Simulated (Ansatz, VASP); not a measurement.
## One calculation of Si, two programs

INCAR

```
  PREC = Accurate
  ENCUT = 600
  EDIFF = 1E-7
  ISMEAR = 0
  SIGMA = 0.02
  LREAL = False
  LASPH = True
  NELM = 100
  ALGO = Normal
  ISIF = 3
  LWAVE = False
  LCHARG = False
  GGA = CA
  IBRION = 2
  NSW = 100
  EDIFFG = -0.002
```

Contents of KPOINTS:

```
regular mesh
0
Gamma
  10 10 10
```

File POSCAR:

```
Si
1.0
    0.0000000000      2.7200000000      2.7200000000
    2.7200000000      0.0000000000      2.7200000000
    2.7200000000      2.7200000000      0.0000000000
Si
2
Direct
    0.0000000000      0.0000000000      0.0000000000
    0.2500000000      0.2500000000      0.2500000000
```

Input for Ansatz:

```yaml
crystal:
  lattice:
    - [0.0, 2.72, 2.72]
    - [2.72, 0.0, 2.72]
    - [2.72, 2.72, 0.0]
  atoms:
    - { symbol: Si, position: [0.0, 0.0, 0.0] }
    - { symbol: Si, position: [0.25, 0.25, 0.25] }
basis:
  ecutwfc: 420
kpoints:
  mp_grid: { grid: [10, 10, 10] }
hamiltonian:
  xc: lda
  pseudopotentials: { kind: paw, azcp: { folder: soft_1 } }
scf:
  occupations: { method: gaussian, width: 0.02 }
output:
  forces: true
  stress: true
  eigenvalues: true
relax:
  adjacent_minimum: "off"
  f_tol: 0.002
  max_steps: 80
  cell: { stress_tol: 0.02 }
```

The cell was built by a generator and needn't be a form met in nature.

Alike in both runs: task relaxation of cell and atoms; functional LDA; k mesh 10 × 10 × 10; occupations gaussian, width 0.02 eV; no spin polarisation.

```csv
,VASP,Ansatz
version,VASP 6.6.1,Ansatz 0.2.0
potentials or method,"VASP PAW LDA potentials, release 64 (Si)","scalar-relativistic, plane waves, PAW"
plane-wave cutoff (eV),600,420
valence electrons in the cell,8,8
```

VASP gave:

| Item | Value |
| --- | --- |
| gap on the k mesh at the Fermi level, each at its own relaxed structure (eV) | 0.45 |
| relaxed volume (Å³/atom) | 19.72 |
| relaxed cell length with the largest relative difference (Å) | 3.821 |
| energy change over the relaxation (meV/atom) | -2 |

Problem. What did Ansatz give for the same quantities?

Solution. gap on the k mesh at the Fermi level, each at its own relaxed structure (eV): 0.45; relaxed volume (Å³/atom): 19.70; relaxed cell length with the largest relative difference (Å): 3.819; energy change over the relaxation (meV/atom): -3.

Ansatz warned: «pseudo_functional_mismatch».

A k mesh can miss the band edges. As with any semilocal functional, this LDA gap is likely too small.
